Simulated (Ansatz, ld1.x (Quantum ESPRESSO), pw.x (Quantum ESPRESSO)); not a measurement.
## Equation-of-state test of one ultrasoft potential (vanadium (V))

ld1.x (Quantum ESPRESSO) 7.5 input, shortened:

```
&input
   title='V', zed=23., rel=1, dft='PBE', iswitch=3,
   config='[Ar] 3d3.5 4s1.5 4p0'
 /
 &inputp
   pseudotype=3, tm=.true., lloc=-1, rcloc=2.55,
   nlcc=.false.,
   which_augfun='PSQ', rmatch_augfun=1.60
 /
6
4S  1  0   1.50   0.00  2.80  3.45  0.0
4S  1  0   0.00   3.80  2.80  3.45  0.0
4P  2  1   0.00   0.00  2.70  3.40  0.0
4P  2  1   0.00   0.20  2.70  3.40  0.0
3D  3  2   3.50   0.00  1.75  1.86  0.0
3D  3  2   0.00   4.00  1.75  1.86  0.0
 &test
   configts(1)='3d3.5 4s1.5 4p0'
 /
```

Crystal test: fcc V in pw.x 7.5, no spin, 15³ k-points, Fermi–Dirac smearing 0.01 Ry, cutoffs 55/440 Ry. The reference is all-electron LAPW (Ansatz 0.2.0) with the same functional, mesh and smearing; V0 and B0 come from Birch–Murnaghan fits to the pressures at five volumes. Errors are pseudo minus all-electron; Δ is the rms difference of the E(V) curves that follow from these fits, minima aligned, over ±6 % about the mean V0. Mesh and smearing are coarse, so the numbers serve the comparison and aren't converged zero-temperature values; the lattice is a test structure that the element need not adopt.

All-electron: a0 = 3.820 Å (V0 = 13.94 Å³/atom), B0 = 173.4 GPa.

Task: How far does the potential miss the all-electron equation of state?

Result: mean pressure error (GPa): +10.15; a0 (Å): 3.886; a0 error (%): +1.70; B0 error (%): +3.2; Δ (meV/atom): 28.3. The largest radius (3.45 bohr) exceeds half the bond length (2.55 bohr), so the spheres overlap, which is one possible source of error among others. This is a poor potential for the solid. Atomic configuration tests: 1 of 7 tests not solved or not reliable.

```json
{"V (Å³/atom)": "13.271", "P all-electron (GPa)": "9.40", "P pseudo (GPa)": "22.05"}
{"V (Å³/atom)": "13.620", "P all-electron (GPa)": "4.23", "P pseudo (GPa)": "15.44"}
{"V (Å³/atom)": "13.969", "P all-electron (GPa)": "-0.35", "P pseudo (GPa)": "9.62"}
{"V (Å³/atom)": "14.318", "P all-electron (GPa)": "-4.40", "P pseudo (GPa)": "4.55"}
{"V (Å³/atom)": "14.667", "P all-electron (GPa)": "-7.98", "P pseudo (GPa)": "-0.04"}
```

Task: At the middle volume, how do free energy and pressure move when the wave cutoff is lowered (ecutrho held at 440 Ry)?

Result:

| cutoff (Ry) | shift of F (meV/atom) | shift of P (GPa) |
| --- | --- | --- |
| 25 | +246.5 | -28.39 |
| 33 | +25.4 | +0.06 |
| 44 | +5.2 | -0.50 |

The run at the middle volume (120 k-points, 17 iterations) took about 30 s on one core of a shared host (AMD EPYC 7R43 64-Core Processor, 256 threads, 1004 GiB, load 183).
